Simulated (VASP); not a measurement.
Write the native input for VASP 6.6.1 that does the following.

| Property | Result |
| --- | --- |
| Task | relaxation of cell and atoms |
| Functional | LDA |
| Potentials or basis | VASP PAW LDA potentials, release 64 (Ti_sv) |
| Cutoff | 600 eV |
| k mesh | 16 × 16 × 10 |
| Occupations | methfessel-paxton, width 0.1 eV |
| Spin | no spin polarisation |
| Further INCAR settings | ALGO = Normal; EDIFF = 1e-06; IBRION = 2; EDIFFG = -0.005; NSW = 60; ISIF = 3 |

The structure of Ti lies in POSCAR:

```
Ti
1.0
    2.9000000000      0.0000000000      0.0000000000
   -1.4500000000      2.5114736700      0.0000000000
    0.0000000000      0.0000000000      4.6000000000
Ti
2
Direct
    0.3333333300      0.6666666700      0.2500000000
    0.6666666700      0.3333333300      0.7500000000
```

The cell was built by a generator and needn't be a form met in nature.

The input as run:

INCAR

```
SYSTEM = Ti
  PREC = Accurate
  ENCUT = 600
  EDIFF = 1E-6
  ISMEAR = 1
  SIGMA = 0.1
  LREAL = .False.
  LASPH = .True.
  NELM = 120
  ALGO = Normal
  ISIF = 3
  LWAVE = .False.
  LCHARG = .False.
  GGA = CA
  IBRION = 2
  NSW = 60
  EDIFFG = -0.005
```

KPOINTS

```
regular mesh
0
Gamma
  16 16 10
  0 0 0
```

Potentials or basis: VASP PAW LDA potentials, release 64 (Ti_sv).

Run with:

```bash
$ cat potpaw_LDA.64/Ti_sv/POTCAR > POTCAR
$ mpirun -np 1 vasp_std > vasp.out
```

It gave:

```json
{
  "Relaxed volume": "16.07 Å³/atom",
  "Relaxed cell": "a = 2.861 Å, b = 2.861 Å, c = 4.533 Å, α = 90.00°, β = 90.00°, γ = 120.00°",
  "Space group after relaxing (to 0.05 Å)": "P6_3/mmc (No. 194)",
  "Energy gained by relaxing": "10.7 meV/atom",
  "Ionic steps": "3",
  "Pressure after relaxing": "0.0 GPa",
  "Band gap on the k mesh": "none (metal or under the smearing width)"
}
```

Run time: 2.3 min on 1 thread of Intel(R) Xeon(R) Platinum 8375C CPU @ 2.90GHz (Ice Lake) (shared host), peak memory 0.22 GiB.
